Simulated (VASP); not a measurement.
Runs of VASP 6.6.1 on Cs2AgBiBr6. The structure is cubic, space group Fm-3m (No. 225). Conventional cell: a = 11.232 Å, b = 11.232 Å, c = 11.232 Å, α = 90.00°, β = 90.00°, γ = 90.00°. Bi (site symmetry m-3m) has 6 Br at 2.81 Å as nearest neighbours. Cs (site symmetry -43m) has 12 Br at 3.97 Å as nearest neighbours. Around Ag (site symmetry m-3m) lie 6 Br at 2.80 Å. Around Br (site symmetry 4mm) lie 1 Ag at 2.80 Å and 1 Bi at 2.81 Å. 

```tsv
level	potentials or basis	gap on the mesh (eV)	pressure (GPa)	relaxed volume (Å³/atom)
BLYP	VASP PAW PBE potentials, release 64 (Bi_d, Cs_sv, Ag, Br)	(c)	0.0	40.85
LDA	VASP PAW LDA potentials, release 64 (Bi_d, Cs_sv, Ag, Br)	(b)	0.0	33.33
RPBE	VASP PAW PBE potentials, release 64 (Bi_d, Cs_sv, Ag, Br)	2.06	0.0	41.06
PBEsol	VASP PAW PBE potentials, release 64 (Bi_d, Cs_sv, Ag, Br)	1.75	0.0	35.03
revPBE	VASP PAW PBE potentials, release 64 (Bi_d, Cs_sv, Ag, Br)	2.02	0.0	40.32
PBEsol+rVV10	VASP PAW PBE potentials, release 64 (Bi_d, Cs_sv, Ag, Br)	1.74	0.0	(a)
optB88-vdW	VASP PAW PBE potentials, release 64 (Bi_d, Cs_sv, Ag, Br)	1.86	0.0	36.32
PW91	VASP PAW PBE potentials, release 64 (Bi_d, Cs_sv, Ag, Br)	1.89	0.0	37.69
AM05	VASP PAW PBE potentials, release 64 (Bi_d, Cs_sv, Ag, Br)	1.82	0.0	36.16
```

Alike in all rows: task relaxation of cell and atoms; no spin polarisation; cell relaxed; k mesh 3 × 3 × 3; cutoff (eV) 600; smearing fermi-dirac 0.05 eV.

Problem. Fill in the values left out.

Solution. (a) 34.63; (b) 1.66; (c) 1.94.

Caveats: spin-orbit coupling is left out, which as a rule narrows the gap of such compounds by several tenths of an eV; an odd mesh through Γ misses points on the zone boundary, where band edges often lie; the PAW data sets were made with another functional, which shifts forces and pressure a little (some runs); the volume moved by over 15 % at a fixed basis, so the end points are rough (some runs).

A k mesh can miss the band edges, and the runs leave out spin-orbit coupling on Ag, Bi, Br, Cs.

Runs at the PBE level aren't shown here.
